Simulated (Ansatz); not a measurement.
The system is CdSe.

```xyz
2
Lattice="0.0000 3.0703 3.0703 3.0703 0.0000 3.0703 3.0703 3.0703 0.0000" Properties=species:S:1:pos:R:3 pbc="T T T"
Cd   -0.0930    0.0130    0.1159
Se    1.8520    1.6810    1.5260
```

The cell comes from a database or a generator and needn't be the stable form of this composition.

The cell isn't the ideal one: atoms moved at random, drawn with an rms of 0.15 Å.

| Quantity | Value |
| --- | --- |
| Program | Ansatz 0.2.0 |
| Task | relaxation of the atoms |
| Functional | SVWN5 |
| Potentials or basis | all-electron LAPW, scalar-relativistic |
| Basis error allowed | 0.0005 eV/atom |
| k mesh | 6 × 6 × 6 |
| Occupations | fermi-dirac, width 0.1 eV |
| Spin | collinear spin, ferromagnetic start |
| Starting moments | [1.0, 0.0] μB |
| Fixed moment | 1 μB |

At the start: volume 28.94 Å³/atom.

Where does the relaxation end?

Over 5 steps the energy falls by 245.4 meV/atom; space group F-43m (No. 216, to 0.05 Å).

The path:
| step | energy change (eV) | largest force (eV/Å) |
| --- | --- | --- |
| 1 | 0.0000 | 3.0068 |
| 2 | -0.4241 | 0.8225 |
| 3 | -0.4908 | 0.0207 |
| 4 | -0.4908 | 0.0207 |
| 5 | -0.4909 | 0.0003 |

Final structure:
```
Cd Se
1.0
     0.00000    3.07027    3.07027
     3.07027    0.00000    3.07027
     3.07027    3.07027    0.00000
Cd Se
1 1
Direct
  0.00340 0.01399 0.02247
  0.25339 0.26398 0.27249
```

Caveat: the total moment is fixed, so each spin has its own Fermi level.
